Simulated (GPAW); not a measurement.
Runs of GPAW 26.7.0 on SiC. Symmetry: P6_3mc, No. 186, hexagonal system. Conventional cell: a = 3.076 Å, b = 3.076 Å, c = 10.071 Å, α = 90.00°, β = 90.00°, γ = 120.00°. Si (site symmetry 3m) has 4 C at 1.88 to 1.89 Å as nearest neighbours. Si (site symmetry 3m) is surrounded by 4 C at 1.88 to 1.89 Å. Around C (site symmetry 3m) lie 4 Si at 1.88 to 1.89 Å. C (site symmetry 3m) is surrounded by 4 Si at 1.88 to 1.89 Å. The cell is a database's computed one.

| task | level | potentials or basis | cell | band path | band points | optimizer | fmax | max steps | gap on the mesh (eV) | pressure (GPa) | relaxed volume (Å³/atom) | largest force (eV/Å) |
| --- | --- | --- | --- | --- | --- | --- | --- | --- | --- | --- | --- | --- |
| band structure | mBEEF | GPAW PAW data sets (gpaw-data 1.2.1), pw | as given | GMKGALHA,LM,KH | 100 | - | - | - | 2.69 | 0.3 | - | 0.01 |
| relaxation of cell and atoms | PBEsol+D3 | PAW data sets generated in the run's folder for this functional, pw | relaxed to 5 GPa | - | - | BFGS | 0.02 eV/Å | 40 | 2.12 | 5.0 | - | 0.01 |
| single point | TB-mBJ | GPAW PAW data sets for LDA (gpaw-data 1.2.1), pw | as given | - | - | - | - | - | 3.14 | - | - | - |
| relaxation of cell and atoms | PW91+D4 | PAW data sets generated in the run's folder for this functional, pw | relaxed | - | - | FIRE | 0.02 eV/Å | 40 | (c) | 0.1 | 10.37 | - |
| band structure | M06-L | GPAW PAW data sets (gpaw-data 1.2.1), pw | as given | GMKGALHA,LM,KH | 100 | - | - | - | 2.33 | -2.8 | - | 0.03 |
| relaxation of cell and atoms | revTPSS | GPAW PAW data sets (gpaw-data 1.2.1), pw | relaxed | - | - | LBFGS | 0.05 eV/Å | 100 | (a) | 0.0 | 10.41 | 0.01 |
| relaxation of cell and atoms | r2SCAN+D3(BJ) | GPAW PAW data sets (gpaw-data 1.2.1), pw | relaxed | - | - | LBFGS | 0.02 eV/Å | 40 | (b) | 0.0 | 10.29 | 0.01 |
| band structure | GLLB-SC | the program's PAW data sets (release 1.2.1) made for this functional, pw | as given | GMKGALHA,LM,KH | 80 | - | - | - | 3.66 | - | - | - |

Alike in all rows: no spin polarisation; k mesh 6 × 6 × 2; cutoff (eV) 800; smearing fermi-dirac 0.05 eV.

Problem. Fill in the values left out.

Solution. (a) 2.10; (b) 2.64; (c) 2.25.

Caveats: the PAW data sets were made with another functional, which shifts forces and pressure a little (some runs); later steps reuse the first step's grids (some runs); a model potential gives levels but no total energy (some runs); the GLLB-SC gap is the Kohn-Sham gap of the path plus the derivative discontinuity (some runs).

A k mesh can miss the band edges.

Runs at the PBE level aren't shown here.
